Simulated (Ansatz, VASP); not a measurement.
Si: VASP beside Ansatz

The input INCAR:

```
SYSTEM = Si
  PREC = Accurate
  ENCUT = 520
  EDIFF = 1E-6
  ISMEAR = 0
  SIGMA = 0.05
  LREAL = .FALSE.
  LASPH = .TRUE.
  NELM = 60
  ALGO = Normal
  ISIF = 2
  LWAVE = .FALSE.
  LCHARG = .TRUE.
  GGA = PE
  LELF = .TRUE.
  LVHAR = .TRUE.
  NBANDS = 11
```

The input KPOINTS:

```
Automatic mesh
0
G
  10 10 10
  0 0 0
```

Contents of POSCAR:

```
Si
1.0
    0.0000000000      2.8019226486      2.6052276787
    2.8019226486      0.0000000000      2.6052276787
    2.8019226486      2.8019226486      0.0000000000
Si
2
Direct
    0.5000000000      0.5000000000      0.5000000000
    0.7500000000      0.7500000000      0.7500000000
```

Input for Ansatz:

```yaml
crystal:
  lattice:
    - [0.0, 2.8019226486, 2.6052276787]
    - [2.8019226486, 0.0, 2.6052276787]
    - [2.8019226486, 2.8019226486, 0.0]
  atoms:
    - { symbol: Si, position: [0.5, 0.5, 0.5] }
    - { symbol: Si, position: [0.75, 0.75, 0.75] }
basis:
  ecutwfc: 420
kpoints:
  mp_grid: { grid: [10, 10, 10] }
hamiltonian:
  xc: pbe
  pseudopotentials: { kind: paw, azcp: { folder: soft_1 } }
scf:
  occupations: { method: gaussian, width: 0.05 }
output:
  forces: true
  stress: true
  eigenvalues: true
```

Alike in both runs: task single point; functional PBE; k mesh 10 × 10 × 10; occupations gaussian, width 0.05 eV; no spin polarisation.

```csv
,VASP,Ansatz
version,VASP 6.6.1,Ansatz 0.2.0
potentials or method,"VASP PAW PBE potentials, release 64 (Si)","scalar-relativistic, plane waves, PAW"
plane-wave cutoff (eV),520,420
valence electrons in the cell,8,8
```

```csv
,VASP,Ansatz,Ansatz less VASP
gap on the k mesh at the Fermi level (eV),none,none,-
pressure (GPa),-0.2,-0.2,+0.06
largest component of the traceless stress (GPa),4.05,4.04,-0.011
```

A gap of «none» marks a metal or a gap that the smearing closes. The functional is the same, so the differences come from potentials, cutoffs and numerics.
